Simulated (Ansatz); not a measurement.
**What DFT gives for TiPbO₃**

```xyz
10
Lattice="3.9775 0.0000 3.9775 0.0000 3.9775 0.0000 3.9775 0.0000 -3.9775" Properties=species:S:1:pos:R:3 pbc="T T T"
Pb    0.0000    0.0000    0.0000
Pb    3.9775    0.0000    0.0000
Ti    1.9888    1.9888   -1.9888
Ti    1.9888    1.9888    1.9888
O     3.9775    1.9888   -1.9888
O     3.9775    1.9888    1.9888
O     1.9888    0.0000   -1.9888
O     1.9888    0.0000    1.9888
O     1.9888    1.9888    0.0000
O     5.9663    1.9888    0.0000
```

Single point in Ansatz 0.2.0 with r2SCAN, no spin polarisation. Cutoff 500 eV, PAW datasets, 5×7×5 Γ-centred k mesh, fermi-dirac filling (width 0.1 eV).

Q: Is it stable against the elements?

A: -2.51 eV an atom against the elements' usual phases (free molecules for gases, crystals otherwise, with no correction for O₂ or N₂), so it is bound against them; other compounds may still compete. Relaxing would lower it.

Q: Which orbitals make up the band edges?

A: Within 0.7 eV of the edges, the states project mainly on O p (89 %) below the gap and on Ti d (90 %) above it.

Q: Give the Bader charges.

A: Bader charges in e: Ti +2.35, Pb +1.45, O -1.27. In the mean Ti gives up most and O takes most.

Q: Metal or insulator? Give the gap.

A: The gap is 1.95 eV, indirect (the least direct gap found is 1.96 eV). A semilocal functional usually gives too small a gap.

Q: What does the stress say?

A: The pressure is -5.8 GPa (compression positive), so with the atoms held at these fractions the cell would first shrink.

Origin: a database entry at a rescaled volume. Caveats: no spin-orbit coupling, which can shift this gap by tenths of an eV.
